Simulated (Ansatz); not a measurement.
# Ga2O3 (C2/m): the host for defect calculations

Before any defect goes in: Ga2O3 (C2/m) at rest, and how it screens a charge.

Main program and level: Ansatz 0.2.0; plane-wave PAW DFT, r2SCAN; relaxation of the host's cell and atoms; PAW set soft_1, in the first sound run; inputs show where later runs differ.

Report form: the programs' logs are mostly left out.

**1. The starting structure**

It takes space group C2/m (No. 12, monoclinic). Conventional cell: a = 12.280 Å, b = 3.048 Å, c = 5.817 Å, α = 90.00°, β = 103.76°, γ = 90.00°. Nearest to Ga lie 6 O at 1.94 to 2.08 Å. Nearest to Ga lie 4 O at 1.84 to 1.87 Å. Nearest to O lie 3 Ga at 1.84 to 1.94 Å. Nearest to O lie 4 Ga at 1.87 to 2.08 Å. O has 3 Ga at 1.84 to 1.95 Å nearest. Farther neighbours and most contacts between anions are not listed.

**2. Host cell relaxation**

Lattice and positions are set free, within the symmetry that the program keeps.

cell/input.yaml reads:

```yaml
crystal:
  lattice:
    - [6.1402367, -1.5237837, 0.0]
    - [6.1402367, 1.5237837, 0.0]
    - [-1.3841309, 0.0, 5.6503489]
  atoms:
    - { symbol: Ga, position: [0.3411617, 0.3411617, 0.68526966] }
    - { symbol: Ga, position: [0.6588383, 0.6588383, 0.31473034] }
    - { symbol: Ga, position: [0.9095256, 0.9095256, 0.205214] }
    - { symbol: Ga, position: [0.0904744, 0.0904744, 0.794786] }
    - { symbol: O, position: [0.50353087, 0.50353087, 0.74333591] }
    - { symbol: O, position: [0.49646913, 0.49646913, 0.25666409] }
    - { symbol: O, position: [0.82662894, 0.82662894, 0.43676984] }
    - { symbol: O, position: [0.17337106, 0.17337106, 0.56323016] }
    - { symbol: O, position: [0.16450498, 0.16450498, 0.10915408] }
    - { symbol: O, position: [0.83549502, 0.83549502, 0.89084592] }
basis:
  ecutwfc: 500
  xc_grid: 2
hamiltonian:
  xc: r2scan
  pseudopotentials: { kind: paw, azcp: { folder: soft_1 } }
kpoints:
  mp_grid: { grid: [9, 9, 5] }
scf:
  occupations: { method: fixed }
  max_iter: 100
relax:
  f_tol: 0.005
  max_steps: 60
  cell: {}
output:
  forces: true
  stress: true
checkpoint:
  write: "../cell.run"
  compress: false
  write_wavefunctions: false
  write_every: 100000
```

Run with:

```console
$ ansatz run input.yaml --threads 32 --pin off --max-ram 56524MiB --backend cuda --events-out ev --progress --plain --runs-dir out --max-vram 78GiB
```

It took 7.5 s on 1 × NVIDIA GB200 with 32 threads of Arm Neoverse V2, shared host; peak memory 1.1 GiB.

Relaxation path:

```csv
step,energy less that of the first step (eV),largest force component (eV/Å),pressure (GPa),volume (Å³)
1,0.0000,0.0742,-1.54,105.73
2,-0.0038,0.0394,-0.66,105.30
3,-0.0049,0.0065,0.03,104.99
4,-0.0049,0.0116,-0.01,105.03
5,-0.0049,0.0021,0.00,105.01
6,-0.0042,0.0021,0.00,105.01
```

The log counts 1 steps on a newly chosen plane-wave basis, not all of them marked here; energy and pressure can jump at such steps.

```csv
cell as run,before,after,change
a (Å),6.326,6.312,-0.2 %
b (Å),6.326,6.312,-0.2 %
c (Å),5.817,5.808,-0.2 %
α (°),103.35,103.39,+0.0 %
β (°),103.35,103.39,+0.0 %
γ (°),27.87,27.86,-0.1 %
volume (Å³/atom),10.57,10.50,-0.7 %
```

Numbers from this step:

| Item | Value |
| --- | --- |
| pressure | 0.003881 GPa |

The relaxation ends with a largest force component of 0.0021 eV/Å and a pressure of 0.00 GPa.

**3. Dielectric tensors of the host**

The response to a uniform electric field gives the electronic dielectric tensor.

This step: plane-wave PAW DFPT, PBEsol; dielectric tensors, Born charges and zone-centre modes of the host; PAW set soft_1 (Ansatz 0.2.0).

eps/input.yaml reads:

```yaml
crystal:
  lattice:
    - [6.1265954155, -1.5194804787, -0.0026150466]
    - [6.1265954155, 1.5194804787, -0.0026150466]
    - [-1.3834622942, 0.0, 5.6409524212]
  atoms:
    - { symbol: Ga, position: [0.3412914738, 0.3412914738, 0.6855455686] }
    - { symbol: Ga, position: [0.6587085262, 0.6587085262, 0.3144544314] }
    - { symbol: Ga, position: [0.9094760976, 0.9094760976, 0.2051927019] }
    - { symbol: Ga, position: [0.0905239024, 0.0905239024, 0.7948072981] }
    - { symbol: O, position: [0.5037459962, 0.5037459962, 0.7438036944] }
    - { symbol: O, position: [0.4962540038, 0.4962540038, 0.2561963056] }
    - { symbol: O, position: [0.8266685284, 0.8266685284, 0.4364762482] }
    - { symbol: O, position: [0.1733314716, 0.1733314716, 0.5635237518] }
    - { symbol: O, position: [0.1641900411, 0.1641900411, 0.1091184621] }
    - { symbol: O, position: [0.8358099589, 0.8358099589, 0.8908815379] }
basis:
  ecutwfc: 420
hamiltonian:
  xc: pbesol
  pseudopotentials: { kind: paw, azcp: { folder: soft_1 }, xc_functional: pbe }
kpoints:
  mp_grid: { grid: [8, 8, 4] }
scf:
  occupations: { method: fixed }
  max_iter: 100
phonons:
  method: dfpt
  dielectric: true
  rigid_motions: translations
```

The job ended after 26 s (1 × NVIDIA GB200 with 32 threads; peak memory 5.6 GiB; 4.7 min of CPU time).

Electronic dielectric tensor:

```
4.07 0.00 0.00
0.00 4.18 0.00
0.00 0.00 4.18
```

Static dielectric tensor:

```
11.02  0.00 -0.83
 0.00 10.83  0.00
-0.83  0.00 13.62
```

The principal values of the electronic dielectric tensor are 4.07, 4.18 and 4.18. The principal values of the static dielectric tensor are 10.77, 10.83 and 13.87.

**4. Primitive cell on a dense mesh**

A dense mesh gives the host's converged energy, against which the supercell's sampling is tested.

This step: plane-wave PAW DFT, r2SCAN; single point of the host's primitive cell on a dense mesh; PAW set soft_1 (Ansatz 0.2.0).

dense/input.yaml, as its differences from eps/input.yaml of step 3:

```diff
@@ -17,14 +17,11 @@
 basis:
-  ecutwfc: 420
+  ecutwfc: 500
+  xc_grid: 2
 hamiltonian:
-  xc: pbesol
-  pseudopotentials: { kind: paw, azcp: { folder: soft_1 }, xc_functional: pbe }
+  xc: r2scan
+  pseudopotentials: { kind: paw, azcp: { folder: soft_1 } }
 kpoints:
-  mp_grid: { grid: [8, 8, 4] }
+  mp_grid: { grid: [9, 9, 5] }
 scf:
-  occupations: { method: fixed }
-  max_iter: 100
-phonons:
-  method: dfpt
-  dielectric: true
-  rigid_motions: translations
+  occupations: { method: fermi_dirac, width: 0.01 }
+  max_iter: 80
```

Elapsed: 1.8 s, on 1 × NVIDIA GB200 with 32 threads; peak memory 1 GiB; 5.1 s of CPU time.

**5. Self-consistent run**

This step: plane-wave PAW DFT, r2SCAN; single point of the defect-free supercell, a test of its k-points; PAW set soft_1 (Ansatz 0.2.0).

System of this step: Ga2O3 (C2/m). The cell holds 120 atoms: 48 Ga and 72 O. Cell: a = 12.253 Å, b = 9.117 Å, c = 11.616 Å, α = 90.0°, β = 103.8°, γ = 90.0°.

pristine.sampling/input.yaml reads:

```yaml
crystal:
  lattice:
    - [12.2531908311, 0.0, -0.0052300931]
    - [0.0, 9.1168828725, 0.0]
    - [-2.7669245884, 0.0, 11.2819048424]
  atoms:
    - { symbol: Ga, position: [0.3412914738, 0.0, 0.3427727843] }
    - { symbol: Ga, position: [0.8412914738, 0.1666666667, 0.3427727843] }
    - { symbol: Ga, position: [0.1587085262, 0.1666666667, 0.1572272157] }
    - { symbol: Ga, position: [0.6587085262, 0.0, 0.1572272157] }
    - { symbol: Ga, position: [0.4094760976, 0.1666666667, 0.102596351] }
    - { symbol: Ga, position: [0.9094760976, 0.0, 0.102596351] }
    - { symbol: Ga, position: [0.0905239024, 0.0, 0.397403649] }
    - { symbol: Ga, position: [0.5905239024, 0.1666666667, 0.397403649] }
    - { symbol: O, position: [0.0037459962, 0.1666666667, 0.3719018472] }
    - { symbol: O, position: [0.5037459962, 0.0, 0.3719018472] }
    - { symbol: O, position: [0.4962540038, 0.0, 0.1280981528] }
    - { symbol: O, position: [0.9962540038, 0.1666666667, 0.1280981528] }
    - { symbol: O, position: [0.3266685284, 0.1666666667, 0.2182381241] }
    - { symbol: O, position: [0.8266685284, 0.0, 0.2182381241] }
    - { symbol: O, position: [0.1733314716, 0.0, 0.2817618759] }
    - { symbol: O, position: [0.6733314716, 0.1666666667, 0.2817618759] }
    - { symbol: O, position: [0.1641900411, 0.0, 0.054559231] }
    - { symbol: O, position: [0.6641900411, 0.1666666667, 0.054559231] }
    - { symbol: O, position: [0.3358099589, 0.1666666667, 0.445440769] }
    - { symbol: O, position: [0.8358099589, 0.0, 0.445440769] }
    - { symbol: Ga, position: [0.3412914738, 0.0, 0.8427727843] }
    - { symbol: Ga, position: [0.8412914738, 0.1666666667, 0.8427727843] }
    - { symbol: Ga, position: [0.1587085262, 0.1666666667, 0.6572272157] }
    - { symbol: Ga, position: [0.6587085262, 0.0, 0.6572272157] }
    - { symbol: Ga, position: [0.4094760976, 0.1666666667, 0.602596351] }
    - { symbol: Ga, position: [0.9094760976, 0.0, 0.602596351] }
    - { symbol: Ga, position: [0.0905239024, 0.0, 0.897403649] }
    - { symbol: Ga, position: [0.5905239024, 0.1666666667, 0.897403649] }
    - { symbol: O, position: [0.0037459962, 0.1666666667, 0.8719018472] }
    - { symbol: O, position: [0.5037459962, 0.0, 0.8719018472] }
[... 84 atom lines left out ...]
    - { symbol: O, position: [0.1733314716, 0.6666666667, 0.7817618759] }
    - { symbol: O, position: [0.6733314716, 0.8333333333, 0.7817618759] }
    - { symbol: O, position: [0.1641900411, 0.6666666667, 0.554559231] }
    - { symbol: O, position: [0.6641900411, 0.8333333333, 0.554559231] }
    - { symbol: O, position: [0.3358099589, 0.8333333333, 0.945440769] }
    - { symbol: O, position: [0.8358099589, 0.6666666667, 0.945440769] }
basis:
  ecutwfc: 500
  xc_grid: 2
hamiltonian:
  xc: r2scan
  pseudopotentials: { kind: paw, azcp: { folder: soft_1 } }
kpoints:
  mp_grid: { grid: [1, 1, 1], shift: [0.25, 0.25, 0.25] }
scf:
  occupations: { method: fermi_dirac, width: 0.01 }
  max_iter: 80
```

Wall time 2.2 s (1 × NVIDIA GB200 with 32 threads); peak memory 1.5 GiB; 4.3 s of CPU time.

Numbers from this step:

- energy over dense mesh: -1.67e-4 eV/atom

**6. Defect free supercell relaxed from its symmetric sites**

This cell, the one that will hold the defects, is built from the relaxed host. Its coarser k-points can move the atoms a little, so it is relaxed from the symmetric sites, as the reference for the test of stability.

This step: plane-wave PAW DFT, r2SCAN; relaxation of the defect-free supercell from its symmetric sites; PAW set soft_1 (Ansatz 0.2.0).

pristine.symmetric/input.yaml, as its differences from pristine.sampling/input.yaml of step 5:

```diff
@@ -54 +54,12 @@
   max_iter: 80
+output:
+  forces: true
+relax:
+  f_tol: 0.01
+  max_steps: 60
+  escape_saddle: false
+checkpoint:
+  write: "../pristine.symmetric.run"
+  compress: false
+  write_wavefunctions: false
+  write_every: 100000
```

Wall time 3.5 s (1 × NVIDIA GB200 with 32 threads); peak memory 1.5 GiB.

No atom moved by 0.005 Å in the relaxation.

**7. Defect free supercell relaxed from displaced atoms**

This step: plane-wave PAW DFT, r2SCAN; relaxation of the defect-free supercell from random displacements, a test of the host's stability; PAW set soft_1 (Ansatz 0.2.0).

pristine.rattled/input.yaml, as its differences from pristine.symmetric/input.yaml of step 6:

```diff
@@ -58,6 +58,6 @@
   f_tol: 0.01
-  max_steps: 60
-  escape_saddle: false
+  max_steps: 120
+  random_displacement: { amplitude: 0.08, seed: 6457 }
 checkpoint:
-  write: "../pristine.symmetric.run"
+  write: "../pristine.rattled.run"
   compress: false
```

Run time: 6.6 s. Hardware: 1 × NVIDIA GB200 with 32 threads; peak memory 1.5 GiB; 19 s of CPU time.

Relaxation path:

```csv
step,energy less that of the first step (eV),largest force component (eV/Å)
1,0.0000,3.9480
2,-4.5256,1.9103
3,-6.5544,0.0639
4,-6.5603,0.0037
5,-6.5603,0.0037
```

The relaxation ends 55 meV an atom lower than the displaced start, with a largest force component of 0.0037 eV/Å.

**8. Results**

```yaml
primitive_cell_vectors_lengths: 6.312, 6.312, 5.808 Å
electronic_dielectric_constant: principal values (4.07, 4.18, 4.18)
static_dielectric_constant: principal values (10.77, 10.83, 13.87)
gap_on_the_k_mesh_of_the_response_run_pbesol: 2.29 eV
supercell_relaxed_in_its_symmetry_less_the_displaced_and_relaxed_one: 0.000 eV
energy_an_atom_at_one_point_at_less_that_on_the_dense_mesh: 0.000 eV
```

In words: Step 7: The energy fell by 6.560 eV from the randomly displaced start; the atoms end within 0.005 Å of the sites as typed, once the mean shift is taken out. The displaced cell ends within 0.01 eV of the symmetric one relaxed in its symmetry, so no lower structure shows in this supercell. The k-mesh can miss the band edges, so this gap is an upper bound at this level. All at zero temperature.

[Logs are printed without paths, hosts, clocks, repeated set-up lines and the standing remarks that a program may print on its own settings, such as how far it seeks lower states.]

[Hosts, paths, dates, database ids (printed as entryN), source tags and the programs' standing remarks are cut or masked in the printed files.]

[Runs of the host that timed out are not shown.]

[For some hosts the program warned that the k-mesh of the response run may be too coarse for force constants and the static dielectric constant; such warnings are not always shown.]

[The program warned that the k-mesh of a response run behind this text may be too coarse: force constants, and the static dielectric constant and all else formed from them, are not shown converged.]
